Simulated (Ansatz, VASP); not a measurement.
**TiAl in VASP and in Ansatz**

```
Ti Al
1.0
     2.81794    0.00000    0.00000
    -1.40897    2.44041    0.00000
     0.00000    0.00000    4.57962
Ti Al
1 1
Cartesian
  0.0000 0.0000 0.0000
  0.0000 1.6269 2.2898
```

Alike in both runs: functional LDA; k mesh 17 × 17 × 9; no spin polarisation.

Ansatz relaxed the structure, and its values are those at the end. VASP's run is a single point on that final structure, the one shown.

|  | VASP | Ansatz |
| --- | --- | --- |
| version | VASP 6.6.1 | Ansatz 0.2.0 |
| potentials or method | VASP PAW LDA potentials, release 64 (Ti_sv, Al) | plane waves, PAW |
| plane-wave cutoff (eV) | 520 | 550 |
| occupations | fermi-dirac, width 0.1 eV | fermi-dirac |
| valence electrons in the cell | 15 | 15 |

Ansatz gave:

* pressure (GPa): 0.0

**Question.** What did VASP give for the same quantities?

**Answer.** Pressure (GPa): 0.1.
